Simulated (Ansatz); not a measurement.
## What is wrong with this input? (Te)

Intended: Te, PBE, plane waves and PAW in Ansatz. The input:

```yaml
crystal:
  lattice:
    - [4.4469268669, 0.0, 0.0]
    - [-2.2234634334, 3.8511516355, 0.0]
    - [0.0, 0.0, 5.91492]
  atoms:
    - { symbol: Te, position: [0.269, 0.0, 0.1666666667] }
    - { symbol: Te, position: [0.0, 0.269, 0.8333333333] }
    - { symbol: Te, position: [0.731, 0.731, 0.5] }
basis:
  ecutwfc: 420
kpoints:
  mp_grid: { grid: [9, 9, 6] }
hamiltonian:
  xc: pbe
scf:
  occupations: { method: gaussian, width: 0.01 }
  max_iter: 2
  convergence: { accept_max_iter: true }
  initial_density: { chi_scale: 0, normalization: atom }
output:
  forces: true
  stress: true
  eigenvalues: true
```

The program printed (HF is the Harris–Foulkes energy, dr2 the density residual in eV):

```text
Warning: output.stress: scf.convergence.accept_max_iter lets an SCF close with its threshold on dr2 unmet. What such a close leaves in the stress no threshold then bounds, and a free energy that looks settled does not show it. To mend it, remove scf.convergence.accept_max_iter
Pseudopotential: Te, paw, valence charge 16, recommended cutoff 420 eV (normal)
Crystal: 3 atoms, lattice volume = 101.298 Å³
Basis set: ecut = 420 eV, 1993 PW (Γ), exchange–correlation on 60×60×80 points (8 copies of the dense FFT grid, shifted against one another)
Bands: 29, of which v1, the nominal top of the filled ones, is band 24 counted from 1 (23 counted from 0)
Symmetry: 6 space group operations
Space group: P3221 (ITA 154), of the structure as read, at distance tolerance 4.7e-5 Å
k-points: 62 of 486 (time reversal used)
Initial density: superposition of atomic densities
SCF iter   1: HF=-20939.869993 eV  Δρ=1.55e-2  dr2=1.78e-1
SCF iter   2: F=-20939.852247 eV  HF=-20939.857182 eV  Δρ=9.07e-3  dr2=5.96e-2
stopped at the declared iteration budget: scf.max_iter = 2 spent with dr2 = 6.0e-2 eV against the standard gate 1.0e-7 eV (scf.convergence.accept_max_iter; the run is reported unconverged — every observable carries the unconverged density's error)
SCF 1 stopped at its iteration budget after 2 iterations (unconverged): F = -20939.852247 eV  dr2 = 5.96e-2
SCF stopped at the declared iteration budget after 2 iterations (unconverged)
Free energy (F): -20939.852247 eV
E sigma→0 (E₀):  -20939.852247 eV
Fermi energy:    8.927626 eV
--- Forces (eV/Å), atoms counted from 1 ---
  atom   1  Te     0.16940652    -0.00000000    -0.00000000
  atom   2  Te    -0.08470326     0.14671035     0.00000000
  atom   3  Te    -0.08470326    -0.14671035    -0.00000000
--- Stress (GPa, compression-positive) ---
        1.609202       0.000000       0.000000
        0.000000       1.609202      -0.000000
        0.000000      -0.000000       2.159680
  P = ⅓ Tr σ = 1.7927 GPa (17.927 kbar)
```

**Question.** Name the fault and the cure.

**Answer.** The fault is an unconverged density accepted at the iteration limit. The numbers come from a density that isn't self-consistent. The cure is a higher limit and no acceptance.

The change to the input (which also takes the starting density of the reference run):

```diff
 scf:
-  max_iter: 2
-  convergence: { accept_max_iter: true }
-  initial_density: { chi_scale: 0, normalization: atom }
```

With the mended input the run converges and gives a pressure of 1.69 GPa, a largest force of 0.175 eV/Å, a gap on the mesh of 0.19 eV.